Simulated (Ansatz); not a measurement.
Runs of Ansatz 0.2.0 on Nb. It takes space group Im-3m (No. 229, cubic). The conventional cell has a = 3.328 Å, b = 3.328 Å, c = 3.328 Å, α = 90.00°, β = 90.00°, γ = 90.00°. Around Nb (site symmetry m-3m) lie 8 Nb at 2.88 Å. 

| task | level | cell | cutoff (eV) | points for each segment of the path | gap on the mesh (eV) | pressure (GPa) | relaxed volume (Å³/atom) |
| --- | --- | --- | --- | --- | --- | --- | --- |
| band structure | BLYP | as given | 420 | 14 | none | (a) | - |
| band structure | r2SCAN | as given | 500 | 14 | none | -3.2 | - |
| relaxation of cell and atoms | BLYP | relaxed | 420 | - | none | 0.0 | 18.89 |
| relaxation of cell and atoms | revPBE | relaxed | 420 | - | none | 0.0 | 18.43 |

Alike in all rows: potentials or basis Ansatz PAW; no spin polarisation; k mesh 11 × 11 × 11; smearing fermi-dirac 0.05 eV.

Q: Fill in the values left out.

A: (a) 4.1.

Caveats: the PAW data sets come from PBE, with cores solved anew for the run's functional, which leaves a small shift of forces and pressure; the plane-wave basis is chosen anew once the cell has moved, so the energies of steps on either side of that aren't comparable (some runs).

A k mesh can miss the band edges, and the runs leave out spin-orbit coupling on Nb.

A gap of «none» marks a metal or a gap under the smearing width.

Runs at the PBE level aren't shown here.
